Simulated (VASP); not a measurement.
# TiN (Fm-3m) in VASP: further runs

One crystal, TiN, is run at these levels: PBE; tasks: optical spectrum.

All numbers are computed with VASP 6.6.1; they aren't measurements. Logs are shortened: lines on timing, memory, paths and dates and some standing lists are left out, and cuts for length are marked.

### Step 1. Starting point

The structure is cubic, space group Fm-3m (No. 225). The conventional cell has a = 4.248 Å, b = 4.248 Å, c = 4.248 Å, α = 90.00°, β = 90.00°, γ = 90.00°. Ti (site symmetry m-3m) has 6 N at 2.12 Å as nearest neighbours. N (site symmetry m-3m) is surrounded by 6 Ti at 2.12 Å.

The cell was built by a generator and needn't be a form met in nature.

### Step 2. Optical spectrum, PBE

The input, INCAR:

```
SYSTEM = TiN
ALGO = Normal ; CSHIFT = 0.1
EDIFF = 1E-7 ; ENCUT = 520
GGA = PE ; ISIF = 2
ISMEAR = 1 ; LASPH = .TRUE.
LCHARG = .FALSE. ; LOPTICS = .TRUE.
LREAL = .FALSE. ; LWAVE = .FALSE.
NEDOS = 2000 ; NELM = 100
PREC = Accurate ; SIGMA = 0.1
```

The input, KPOINTS:

```
k-points
0
G
  12 12 12
  0 0 0
```

The input, POSCAR:

```
TiN                                     
1.0
    0.0000000000      2.1242465341      2.1242465341
    2.1242465341      0.0000000000      2.1242465341
    2.1242465341      2.1242465341     -0.0000000000
  Ti              N             
     1     1
Direct
     0.0000000000000000    0.0000000000000000    0.0000000000000000
     0.5000000000000000    0.5000000000000000    0.5000000000000000
```

Potentials or basis: VASP PAW PBE potentials, release 64 (Ti_sv, N).

On the command line:

```
cat potpaw_PBE.64/Ti_sv/POTCAR potpaw_PBE.64/N/POTCAR > POTCAR
mpirun -np 1 vasp_std > vasp.out
```

OUTCAR:

```text
SYSTEM = TiN
   EDIFF = 1E-7
   ENCUT = 520
   GGA = PE
   ISIF = 2
   ISMEAR = 1
   LASPH = .TRUE.
   LREAL = .FALSE.
   NELM = 100
   PREC = Accurate

 ion  position               nearest neighbor table
   1  0.000  0.000  0.000-   2 2.12   2 2.12   2 2.12   2 2.12   2 2.12   2 2.12
   2  0.500  0.500  0.500-   1 2.12   1 2.12   1 2.12   1 2.12   1 2.12   1 2.12

  LATTYP: Found a face centered cubic cell.
 ALAT       =     4.2484930682

  Lattice vectors:

 A1 = (   0.0000000000,   2.1242465341,   2.1242465341)
 A2 = (   2.1242465341,   0.0000000000,   2.1242465341)
 A3 = (   2.1242465341,   2.1242465341,   0.0000000000)

Analysis of symmetry for initial positions (statically):
=====================================================================
 Subroutine PRICEL returns:
 Original cell was already a primitive cell.

 Routine SETGRP: Setting up the symmetry group for a
 face centered cubic supercell.

 Subroutine GETGRP returns: Found 48 space group operations
 (whereof 48 operations were pure point group operations)
 out of a pool of 48 trial point group operations.

The static configuration has the point symmetry O_h .

Analysis of symmetry for dynamics (positions and initial velocities):
=====================================================================
 Subroutine PRICEL returns:
 Original cell was already a primitive cell.

 Routine SETGRP: Setting up the symmetry group for a
 face centered cubic supercell.

 Subroutine GETGRP returns: Found 48 space group operations
 (whereof 48 operations were pure point group operations)
 out of a pool of 48 trial point group operations.

The dynamic configuration has the point symmetry O_h .

 Subroutine INISYM returns: Found 48 space group operations
 (whereof 48 operations are pure point group operations),
 and found     1 'primitive' translations

----------------------------------------------------------------------------------------

                                     Primitive cell

  volume of cell :      19.1710

  direct lattice vectors                    reciprocal lattice vectors
     0.000000000  2.124246534  2.124246534    -0.235377576  0.235377576  0.235377576
     2.124246534  0.000000000  2.124246534     0.235377576 -0.235377576  0.235377576
     2.124246534  2.124246534  0.000000000     0.235377576  0.235377576 -0.235377576

  length of vectors
     3.004138258  3.004138258  3.004138258     0.407685921  0.407685921  0.407685921

  position of ions in fractional coordinates (direct lattice)
     0.000000000  0.000000000  0.000000000
     0.500000000  0.500000000  0.500000000

  ion indices of the primitive-cell ions
   primitive index   ion index
                 1           1
                 2           2

----------------------------------------------------------------------------------------

 KPOINTS: k-points

Automatic generation of k-mesh.
 Grid dimensions read from file:
 generate k-points for:   12   12   12

 Generating k-lattice:

  Cartesian coordinates                     Fractional coordinates (reciprocal lattice)
    -0.019614798  0.019614798  0.019614798     0.083333333  0.000000000  0.000000000
     0.019614798 -0.019614798  0.019614798     0.000000000  0.083333333  0.000000000
     0.019614798  0.019614798 -0.019614798     0.000000000  0.000000000  0.083333333

[... 86 lines left out ...]
   LRPA    =     F    only Hartree local field effects (RPA)
 non-spin polarized calculation
 Methfessel and Paxton  Order N= 1 SIGMA  =   0.10
  energy-cutoff  :      520.00
  volume of cell :       19.17
 maximum number of plane-waves:       533
 NGX is ok and might be reduce to    24
   NGX = 11   NGY = 11   NGZ = 11

 number of electron      17.0000002 magnetization

 Free energy of the ion-electron system (eV)
  ---------------------------------------------------
  ext. energy  EPLUGINS =         0.00000000
  ---------------------------------------------------
  free energy    TOTEN  =       -19.63805334 eV

  energy without entropy =      -19.63745675  energy(sigma->0) =      -19.63785448

 E-fermi :  11.3323     XC(G=0): -12.9941

 val. band max:       11.3233656437   @ k =   0.5000   0.2500   0.0833
 cond. band min:      11.3332024414   @ k =   0.1667   0.0000   0.0000
 fundamental gap:      0.0098367977
 Fermi energy:        11.3323395924

 k-point     1 :       0.0000    0.0000    0.0000
  band No.  band energies     occupation
      1     -46.5022      2.00000
      2     -22.4846      2.00000
      3     -22.4846      2.00000
      4     -22.4846      2.00000
      5      -5.6875      2.00000
      6       9.3482      2.00000
      7       9.3482      2.00000
      8       9.3482      2.00000
      9      10.7688      2.00000
     10      10.7688      2.00000
     11      10.7688      2.00000
     12      11.9509     -0.00000
[... 331 lines left out ...]
 k-point    24 :      -0.4167    0.1667    0.0000
  band No.  band energies     occupation
      1     -46.3984      2.00000
      2     -23.0473      2.00000
      3     -22.6492      2.00000
      4     -22.5617      2.00000
      5      -3.4460      2.00000
      6       3.9238      2.00000
      7       5.9721      2.00000
      8       6.1325      2.00000
      9      12.6264     -0.00000
     10      12.9452     -0.00000
     11      13.4593      0.00000
     12      15.8030      0.00000

 [... further k-points ...]

------------------------ aborting loop because EDIFF is reached ----------------------------------------

  FORCE on cell =-STRESS in cart. coord.  units (eV):
  Direction    XX          YY          ZZ          XY          YZ          ZX
  --------------------------------------------------------------------------------------
  -------------------------------------------------------------------------------------
  Total        0.0146002      0.0146002      0.0146002      0.0000000     -0.0000000      0.0000000
  in kB        1.2201840      1.2201840      1.2201840      0.0000000     -0.0000000      0.0000000
  external PRESSURE =       1.2201840 kB  Pullay stress =       0.0000000 kB

 VOLUME and BASIS-vectors are now :
 -----------------------------------------------------------------------------
  energy-cutoff  :      520.00
  volume of cell :       19.17
      direct lattice vectors                 reciprocal lattice vectors
     0.000000000  2.124246534  2.124246534    -0.235377576  0.235377576  0.235377576
     2.124246534  0.000000000  2.124246534     0.235377576 -0.235377576  0.235377576
     2.124246534  2.124246534  0.000000000     0.235377576  0.235377576 -0.235377576

 POSITION                                       TOTAL-FORCE (eV/Angst)
 -----------------------------------------------------------------------------------
      0.00000      0.00000      0.00000        -0.000000     -0.000000     -0.000000
      2.12425      2.12425      2.12425         0.000000      0.000000      0.000000
 -----------------------------------------------------------------------------------
    total drift:                                0.000000     -0.000000     -0.000000

  FREE ENERGIE OF THE ION-ELECTRON SYSTEM (eV)
  ---------------------------------------------------
  free  energy   TOTEN  =       -19.6380533446 eV

  energy  without entropy=      -19.6374567486  energy(sigma->0) =      -19.63785448

 electrical conductivity sigma (Mega S m-1) (frequency dependency in vasprun.xml)
  --------------------------------------------------------------------------------------
       0.105      -0.000       0.000
      -0.000       0.105       0.000
      -0.000      -0.000       0.105

  frequency dependent IMAGINARY DIELECTRIC FUNCTION (independent particle, no local field effects) density-density
     E(ev)      X         Y         Z        XY        YZ        ZX
  --------------------------------------------------------------------------------------------------------------
     0.00000     0.00000     0.00000     0.00000     0.00000     0.00000     0.00000
     0.76323     8.39462     8.39462     8.39462    -0.00000    -0.00000     0.00000
     1.52646     3.18247     3.18247     3.18247    -0.00000    -0.00000     0.00000
     2.28969     2.36708     2.36708     2.36708    -0.00000    -0.00000    -0.00000
     3.05292     4.70750     4.70750     4.70750     0.00000     0.00000    -0.00000
     3.81615     6.58943     6.58943     6.58943     0.00000     0.00000     0.00000
[... 92 lines left out ...]
    74.79662     0.00024     0.00024     0.00024     0.00000     0.00000     0.00000
    75.55986     0.00023     0.00023     0.00023     0.00000     0.00000     0.00000

  frequency dependent      REAL DIELECTRIC FUNCTION (independent particle, no local field effects) density-density
     E(ev)        X           Y           Z          XY          YZ          ZX
  --------------------------------------------------------------------------------------------------------------
     0.00000    63.30988    63.30988    63.30988    -0.00000    -0.00000     0.00000
     0.76323    -8.80138    -8.80138    -8.80138     0.00000     0.00000    -0.00000
     1.52646     3.02513     3.02513     3.02513     0.00000     0.00000    -0.00000
     2.28969     6.96583     6.96583     6.96583     0.00000     0.00000    -0.00000
     3.05292     8.37792     8.37792     8.37792     0.00000     0.00000    -0.00000
     3.81615     4.99644     4.99644     4.99644     0.00000     0.00000    -0.00000
[... 92 lines left out ...]
    74.79662     0.92428     0.92428     0.92428     0.00000     0.00000     0.00000
    75.55986     0.92605     0.92605     0.92605     0.00000     0.00000     0.00000

  frequency dependent IMAGINARY DIELECTRIC FUNCTION (independent particle, no local field effects) current-current
     E(ev)      X         Y         Z        XY        YZ        ZX
  --------------------------------------------------------------------------------------------------------------
     0.00000   301.71154   301.71154   301.71154     0.00000     0.00000    -0.00000
     0.76323     5.79233     5.79233     5.79233     0.00000     0.00000     0.00000
     1.52646     3.42064     3.42064     3.42064     0.00000     0.00000     0.00000
     2.28969     2.88983     2.88983     2.88983    -0.00000    -0.00000    -0.00000
     3.05292     5.18467     5.18467     5.18467    -0.00000    -0.00000     0.00000
     3.81615     6.78276     6.78276     6.78276     0.00000     0.00000    -0.00000
[... 92 lines left out ...]
    74.79662     0.00003     0.00003     0.00003     0.00000    -0.00000    -0.00000
    75.55986     0.00003     0.00003     0.00003     0.00000    -0.00000    -0.00000

  frequency dependent      REAL DIELECTRIC FUNCTION (independent particle, no local field effects) current-current
     E(ev)        X           Y           Z          XY          YZ          ZX
  --------------------------------------------------------------------------------------------------------------
     0.00000    43.81918    43.81918    43.81918     0.00000     0.00000    -0.00000
     0.76323    -9.81259    -9.81259    -9.81259    -0.00000    -0.00000     0.00000
     1.52646     2.85773     2.85773     2.85773    -0.00000    -0.00000     0.00000
     2.28969     6.86678     6.86678     6.86678    -0.00000    -0.00000     0.00000
     3.05292     8.11896     8.11896     8.11896    -0.00000    -0.00000     0.00000
     3.81615     4.68836     4.68836     4.68836    -0.00000     0.00000     0.00000
[... 92 lines left out ...]
    74.79662     0.92439     0.92439     0.92439    -0.00000    -0.00000     0.00000
    75.55986     0.92616     0.92616     0.92616    -0.00000    -0.00000     0.00000
```

It took 23 s on 1 thread of Intel Xeon Platinum 8259CL at 2.50GHz (Skylake/Cascade Lake), shared host; peak memory 0.17 GiB.

Results:

| Item | Value |
| --- | --- |
| Free energy | -19.6381 eV |
| Pressure | 0.1 GPa |
| Band gap on the k mesh | none (metal or under the smearing width) |

Dielectric function (mean over the directions given):
```
energy (eV)  real part  imaginary part
       0.31      60.34           58.54
       1.30       3.01            2.84
       2.37       6.98            2.81
       3.36       7.06            6.01
       4.43       6.62            5.75
       5.42       2.71            7.30
       6.49      -0.83            9.93
       7.56      -0.85            7.55
       8.55      -2.69            5.31
       9.62      -3.24            1.47
      10.61      -1.89            0.40
      11.68      -0.99            0.14
      12.67      -0.47            0.06
      13.74      -0.07            0.03
      14.81       0.25            0.03
      15.80       0.40            0.20
      16.87       0.61            0.51
      17.86       0.22            0.13
      18.93       0.45            0.02
      20.00       0.58            0.01
```

Caveat: spectra need much finer meshes, so this one isn't converged; independent-particle spectra lack excitons; the intraband (Drude) part of a metal's response may be missing.

(Part 1 of 2 ends here.)
